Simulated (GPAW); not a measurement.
GaSb in GPAW: the effect of functional

GaSb:

```
CELL_PARAMETERS angstrom
0.00000 3.05900 3.05900
3.05900 0.00000 3.05900
3.05900 3.05900 0.00000
ATOMIC_POSITIONS crystal
Sb 0.75000 0.75000 0.75000
Ga 0.00000 0.00000 0.00000
```

Alike in all runs:

```yaml
Program: GPAW 26.7.0
Task: band structure
Cutoff: 600 eV
Basis: pw
k_mesh: 8 × 8 × 8
Occupations: fermi-dirac, width 0.05 eV
Spin: no spin polarisation
```

One run gave: pressure -1.8 GPa. Which functional did it use?
A. PBEsol
B. BLYP
C. RPBE
D. LDA
E. r2SCAN

D.

```csv
functional,potentials or basis,pressure (GPa)
LDA,the program's PAW data sets (release 1.2.1) made for this functional,-1.8
PBEsol,PAW data sets generated in the run's folder for this functional,-0.1
RPBE,the program's PAW data sets (release 1.2.1) made for this functional,4.0
revPBE,the program's PAW data sets (release 1.2.1) made for this functional,3.5
BLYP,PAW data sets generated in the run's folder for this functional,5.2
r2SCAN,GPAW PAW data sets (gpaw-data 1.2.1),0.2
```

Caveats: the PAW data sets were made with another functional, which shifts forces and pressure a little (some runs).

Runs at the PBE level aren't shown here.
